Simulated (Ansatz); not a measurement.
# CdTe: the cost of one run

Method: DFT PBE, scalar-relativistic, plane waves, PAW, in Ansatz 0.2.0.

The COD entry's cell or inner coordinates are ideal or old and differ from later refinements, so a difference from it is no clean test against experiment.

## Step 1: The system as given

It takes space group Pmm2 (No. 25, orthorhombic). Conventional cell: a = 4.533 Å, b = 4.533 Å, c = 29.217 Å, α = 90.00°, β = 90.00°, γ = 90.00°. Te (site symmetry mm2) has 2 Cd at 2.78 Å as nearest neighbours. Cd (site symmetry mm2) is surrounded by 4 Te at 2.78 Å. Te (site symmetry mm2) has 4 Cd at 2.78 Å as nearest neighbours. Cd (site symmetry mm2) is surrounded by 2 Te at 2.78 Å.

As a file:

```cif
data_structure
_symmetry_space_group_name_H-M 'Pmm2'
_symmetry_Int_Tables_number 25
_cell_length_a 4.5326
_cell_length_b 4.5326
_cell_length_c 29.2175
_cell_angle_alpha 90.000
_cell_angle_beta 90.000
_cell_angle_gamma 90.000
_cell_volume 600.25
loop_
_atom_site_label
_atom_site_type_symbol
_atom_site_symmetry_multiplicity
_atom_site_Wyckoff_symbol
_atom_site_fract_x
_atom_site_fract_y
_atom_site_fract_z
_atom_site_occupancy
Te1 Te 1 b 0.00000 0.50000 0.30803 1
Cd1 Cd 1 d 0.50000 0.50000 0.36288 1
Te2 Te 1 c 0.50000 0.00000 0.41773 1
Cd2 Cd 1 a 0.00000 0.00000 0.47258 1
Te3 Te 1 b 0.00000 0.50000 0.52742 1
Cd3 Cd 1 d 0.50000 0.50000 0.58227 1
Te4 Te 1 c 0.50000 0.00000 0.63712 1
Cd4 Cd 1 a 0.00000 0.00000 0.69197 1
```

Slab cut from the bulk at the bulk's listed lattice constants, lower half held.

## Step 2: Relaxing the atoms

input.yaml

```yaml
crystal:
  lattice:
    - [4.53255447, 0.0, 0.0]
    - [0.0, 4.53255447, 0.0]
    - [0.0, 0.0, 29.217499902]
  atoms:
    - { symbol: Te, position: [0.0, 0.5, 0.3080345694] }
    - { symbol: Cd, position: [0.5, 0.5, 0.3628818295] }
    - { symbol: Te, position: [0.5, 0.0, 0.4177290997] }
    - { symbol: Cd, position: [0.0, 0.0, 0.4725763699] }
    - { symbol: Te, position: [0.0, 0.5, 0.5274236301] }
    - { symbol: Cd, position: [0.5, 0.5, 0.5822709003] }
    - { symbol: Te, position: [0.5, 0.0, 0.6371181705] }
    - { symbol: Cd, position: [0.0, 0.0, 0.6919654306] }
basis:
  ecutwfc: 420.0
  fft_grid_basis: typed
kpoints:
  mp_grid: { grid: [6, 6, 1] }
hamiltonian:
  xc: pbe
  pseudopotentials: { kind: paw }
scf:
  occupations: { method: gaussian, width: 0.05 }
output:
  forces: true
  eigenvalues: true
efield:
  axis: 3
  dipole_correction: true
  ramp_width: 0.04
relax:
  adjacent_minimum: "off"
  f_tol: 0.04
  max_steps: 40
  constraints: [{ sites: [0, 1, 2, 3] }]
```

Launch:

```sh
ansatz run input.yaml --threads 2 --pin off --max-ram 4423MiB --backend cpu --events-out ev --progress --plain --runs-dir out
```

**Question.** How long does this run take on 2 threads of Intel Xeon Platinum 8259CL at 2.50GHz (Skylake/Cascade Lake), shared host, and how much memory does it need?

About 3.8 min, with a peak of 1.3 GiB.
